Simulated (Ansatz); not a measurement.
# Si: the cost of one run

Method: DFT PBE, scalar-relativistic, plane waves, PAW, in Ansatz 0.2.0.

## Step 1: The starting structure

It takes space group P4/mbm (No. 127, tetragonal). The conventional cell has a = 6.038 Å, b = 6.038 Å, c = 2.214 Å, α = 90.00°, β = 90.00°, γ = 90.00°. Around Si (site symmetry m2m) lie 4 Si at 2.21 to 2.22 Å. Around Si (site symmetry 4/m) lie 6 Si at 2.21 to 2.22 Å.

Coordinates:

```xyz
6
Lattice="6.0381 0.0000 0.0000 0.0000 6.0381 0.0000 0.0000 0.0000 2.2141" Properties=species:S:1:pos:R:3 pbc="T T T"
Si    1.0675    1.9515    0.0000
Si    1.9515    4.9706    0.0000
Si    4.9706    4.0866    0.0000
Si    4.0866    1.0675    0.0000
Si    0.0000    0.0000    0.0000
Si    3.0191    3.0191    0.0000
```

A structure generator made this guess: 4-, 6-connected net of one element (P4/mbm, No. 127). Its size is a rough estimate.

## Step 2: A first look at the guess

Input file input.yaml:

```yaml
crystal:
  lattice:
    - [6.03811821, 0.0, 0.0]
    - [0.0, 6.03811821, 0.0]
    - [0.0, 0.0, 2.21408432]
  atoms:
    - { symbol: Si, position: [0.17679539, 0.32320461, 0.0] }
    - { symbol: Si, position: [0.32320461, 0.82320461, 0.0] }
    - { symbol: Si, position: [0.82320461, 0.67679539, 0.0] }
    - { symbol: Si, position: [0.67679539, 0.17679539, 0.0] }
    - { symbol: Si, position: [0.0, 0.0, 0.0] }
    - { symbol: Si, position: [0.5, 0.5, 0.0] }
basis:
  ecutwfc: 420
kpoints:
  mp_grid: { grid: [4, 4, 8] }
hamiltonian:
  xc: pbe
scf:
  occupations: { method: gaussian, width: 0.1 }
  lower_state_search: "off"
output:
  forces: true
  stress: true
  eigenvalues: true
```

Command:

```bash
$ ansatz run input.yaml --threads 1 --pin off --max-ram 2560MiB --backend cpu --events-out ev --progress --plain --runs-dir out
```

**Question.** How long does this run take on 1 thread of Intel Xeon 6975P-C (Granite Rapids), shared host, and how much memory does it need?

About 1.5 s, with a peak of 0.35 GiB.
